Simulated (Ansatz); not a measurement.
# Nb2C: the cost of one run

Method: DFT PBE, scalar-relativistic, plane waves, PAW, in Ansatz 0.2.0.

### 1 The structure to begin with

It takes space group P4/nmm (No. 129, tetragonal). Conventional cell: a = 5.793 Å, b = 5.793 Å, c = 3.202 Å, α = 90.00°, β = 90.00°, γ = 90.00°. Around Nb (site symmetry 2/m) lie 2 C at 2.05 Å. C (site symmetry 4mm) is surrounded by 4 Nb at 2.05 Å.

Coordinates:

```
Nb C
1.0
     5.79254    0.00000    0.00000
     0.00000    5.79254    0.00000
     0.00000    0.00000    3.20210
Nb C
4 2
Direct
  0.25000 0.75000 0.00000
  0.75000 0.25000 0.00000
  0.75000 0.75000 0.00000
  0.25000 0.25000 0.00000
  0.50000 0.00000 0.96847
  0.00000 0.50000 0.03153
```

The cell is invented: random cell by space group and Wyckoff sites (P4/nmm, No. 129). The dimensions are guesses.

### 2 A first look at the guess

File input.yaml:

```yaml
crystal:
  lattice:
    - [5.79253866, 0.0, 0.0]
    - [0.0, 5.79253866, 0.0]
    - [0.0, 0.0, 3.202102]
  atoms:
    - { symbol: Nb, position: [0.25, 0.75, 0.0] }
    - { symbol: Nb, position: [0.75, 0.25, 0.0] }
    - { symbol: Nb, position: [0.75, 0.75, 0.0] }
    - { symbol: Nb, position: [0.25, 0.25, 0.0] }
    - { symbol: C, position: [0.5, 0.0, 0.96847341] }
    - { symbol: C, position: [0.0, 0.5, 0.03152659] }
basis:
  ecutwfc: 420
kpoints:
  mp_grid: { grid: [4, 4, 6] }
hamiltonian:
  xc: pbe
scf:
  occupations: { method: gaussian, width: 0.1 }
  lower_state_search: "off"
output:
  forces: true
  stress: true
  eigenvalues: true
```

Command:

```bash
> ansatz run input.yaml --threads 1 --pin off --max-ram 2560MiB --backend cpu --events-out ev --progress --plain --runs-dir out
```

What time and memory should one allow on 1 thread of Arm Neoverse V2, shared host?

About 4.4 s, with a peak of 0.36 GiB.
